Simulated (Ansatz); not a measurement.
What settings do to one calculation: F started at a second open point in cubic perovskite KZnF3, 21 atoms, charge −1

Ansatz (PAW, plane waves), atoms fixed. The base input:

```yaml
crystal:
  lattice:
    - [8.104526, 0.000000, 0.000000]
    - [0.000000, 8.104526, 0.000000]
    - [0.000000, 0.000000, 4.052263]
  atoms:
    - { symbol: K, position: [0.006237, 0.003007, 0.997009] }
    - { symbol: K, position: [0.991267, 0.505864, 0.010627] }
    - { symbol: K, position: [0.495916, 0.996937, 0.986275] }
    - { symbol: K, position: [0.497588, 0.503376, 0.001066] }
    - { symbol: Zn, position: [0.248016, 0.243060, 0.500498] }
    - { symbol: Zn, position: [0.254390, 0.746776, 0.495700] }
    - { symbol: Zn, position: [0.751643, 0.254324, 0.500154] }
    - { symbol: Zn, position: [0.739628, 0.760146, 0.473301] }
    - { symbol: F, position: [0.244798, 0.251708, 0.011797] }
    - { symbol: F, position: [0.258727, 0.746179, 0.000427] }
    - { symbol: F, position: [0.742548, 0.255709, 0.006200] }
    - { symbol: F, position: [0.746074, 0.751286, 0.999269] }
    - { symbol: F, position: [0.001557, 0.252114, 0.513287] }
    - { symbol: F, position: [0.995122, 0.750523, 0.490648] }
    - { symbol: F, position: [0.510593, 0.251854, 0.494234] }
    - { symbol: F, position: [0.495160, 0.746145, 0.509099] }
    - { symbol: F, position: [0.246357, 0.995336, 0.506749] }
    - { symbol: F, position: [0.256150, 0.502450, 0.495355] }
    - { symbol: F, position: [0.759315, 0.010136, 0.500775] }
    - { symbol: F, position: [0.758243, 0.498078, 0.503069] }
    - { symbol: F, position: [0.500789, 0.755466, 0.993847] }
kpoints:
  mp_grid: { grid: [2, 2, 2], shift: [0.5, 0.5, 0.5] }
hamiltonian:
  xc: pbesol
total_charge: -1
scf:
  occupations: { method: fermi_dirac, width: 0.01 }
output:
  forces: true
  eigenvalues: true
  populations: true
  charged_corrections: { epsilon: 8 }
  write_density: true
  write_potential: true
  elf: true
  volumetric_format: npy
```

Command:

```sh
ansatz run in.yaml --threads 8 --pin off --max-ram 13300MiB --runs-dir r --events-out ev --progress --plain
```

It converged in 11 iterations and 2.1 s of wall time on a shared host; largest force component 4.64 eV/Å. The cutoff was the default, 420 eV. The base isn't a converged reference: it has few k points, and its atoms are unrelaxed. Each run below changes the keys shown and caps the iterations.

| run | changed | ending | iterations | free energy less the base (meV per atom) | rms change of forces (eV/Å) | change of pressure (GPa) | wall time (s, shared host) |
| --- | --- | --- | --- | --- | --- | --- | --- |
| 1 | n_extra_bands 4, occupations tetrahedron, max_iter 60 | converged | 11 | 0.0 | 0.000 | – | 1.4 CPU |
| 2 | max_iter 14, ecutwfc 480 eV | converged | 11 | -3.7 | 0.002 | – | 2.4 CPU |
| 3 | xc pbe, max_iter 90 | converged | 11 | other zero | 0.100 | – | 1.4 CPU |
| 4 | dispersion d3bj, max_iter 60 | converged | 11 | other zero | 0.001 | – | 2.1 CPU |
| 5 | width 2.0 eV, mixing beta 0.6, max_iter 70 | converged | 10 | -870.1 | 0.845 | – | 3.8 CPU |
| 6 | occupations methfessel_paxton, max_iter 60, k points the single k point (½, ½, ½) | converged | 11 | 0.1 | 0.241 | – | 0.7 CPU |
| 7 | xc revpbe, n_extra_bands 1, mixing algorithm broyden, max_iter 80 | converged | 12 | other zero | 0.142 | – | 1.4 CPU |
| 8 | mixing algorithm msr1, max_iter 70 | converged | 11 | 0.0 | 0.000 | – | 1.5 CPU |

«Other zero»: another functional, charge or dispersion term moves the zero of energy, so the difference says nothing of accuracy.

**Question.** Which changes leave the result alone, and which of the same physical model moves the forces most?

**Answer.** The forces move by under 0.002 eV/Å in runs 1, 2, 8. Run 5 (width 2.0 eV, mixing beta 0.6, max_iter 70) moves them most among the runs with the same functional, charge and dispersion term, by 0.845 eV/Å.
